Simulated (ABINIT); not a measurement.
NiO:

```
Ni O
1.0
     0.00000    2.08590    2.08590
     2.08590    0.00000    2.08590
     2.08590    2.08590    0.00000
Ni O
1 1
Direct
  0.00000 0.00000 0.00000
  0.50000 0.50000 0.50000
```

| Item | Value |
| --- | --- |
| Program | ABINIT 10.8.3 (patched build) |
| Task | relaxation of cell and atoms |
| Functional | PBE |
| Potentials or basis | PseudoDojo NC SR PBE v0.5 stringent |
| Cutoff | 1415 eV |
| k mesh | 8 × 8 × 8 |
| Occupations | fermi-dirac, width 0.05 eV |
| Spin | collinear spin, ferromagnetic start |
| Starting moments | [1.0, 0.0] μB |

At the start: pressure 6.5 GPa; volume 9.08 Å³/atom.

Question: Where does the relaxation end?

Answer: Over 4 steps the energy falls by 6.0 meV/atom and the volume is 9.38 Å³/atom (+3.4 %); space group Fm-3m (No. 225, to 0.05 Å); moment 1.88 μB per cell.

Step by step:
```tsv
step	energy change (eV)	largest force (eV/Å)	pressure (GPa)	volume (Å³)
1	0.0000	0.0000	6.48	18.15
2	-0.0101	0.0000	2.51	18.51
3	-0.0120	0.0000	0.13	18.75
4	-0.0120	0.0000	0.00	18.77
```

Final structure:
```xyz
2
Lattice="0.0000 2.1092 2.1092 2.1092 0.0000 2.1092 2.1092 2.1092 0.0000" Properties=species:S:1:pos:R:3 pbc="T T T"
Ni    0.0000    0.0000    0.0000
O     2.1092    2.1092    2.1092
```

Caveat: small starting moments can end in a higher magnetic state in this program; a cell with one magnetic atom can't hold antiferromagnetic order, which such compounds often take.
